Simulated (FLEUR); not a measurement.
**InP: equation of state with PBEsol**

**Measured values to compare with.**

From a printed reference work, data compilation, for a bulk crystal of InP: bulk modulus 71 GPa.

InP:

```
In P
1.0
     0.00000    2.93050    2.93050
     2.93050    0.00000    2.93050
     2.93050    2.93050    0.00000
In P
1 1
Cartesian
  0.0000 0.0000 0.0000
  4.3957 4.3957 4.3957
```

```json
{
  "Program": "FLEUR MaX-R8.1 (later development tree)",
  "Task": "equation of state",
  "Functional": "PBEsol",
  "Potentials or basis": "all-electron",
  "Basis": "FLAPW",
  "Kmax": "5 1/bohr",
  "k mesh": "8 × 8 × 8",
  "Occupations": "fermi-dirac, width 0.05 eV",
  "Spin": "no spin polarisation",
  "Gmax": "15.5 1/bohr",
  "Muffin-tin radii": "In 2.35, P 1.96 bohr",
  "lmax": "In 10, P 8",
  "lnonsphr": "In 10, P 8",
  "Local orbitals a species": "In 5, P 4"
}
```

```
Equilibrium volume                      : 25.39 Å³/atom
Bulk modulus                            : 67 GPa
Pressure derivative of the bulk modulus : 4.6
```

Energy against volume, from the lowest point:
```tsv
volume (Å³/atom)	energy (meV/atom)
23.657	27.83
24.160	13.27
24.663	4.19
25.167	0.00
25.670	0.19
26.173	4.29
26.677	11.89
```

Measured bulk modulus of InP: 71 GPa (a printed reference work, data compilation). This calculation gives 67 GPa (-6.0 %). The fit is for a static lattice scaled at fixed shape and fixed fractional positions.
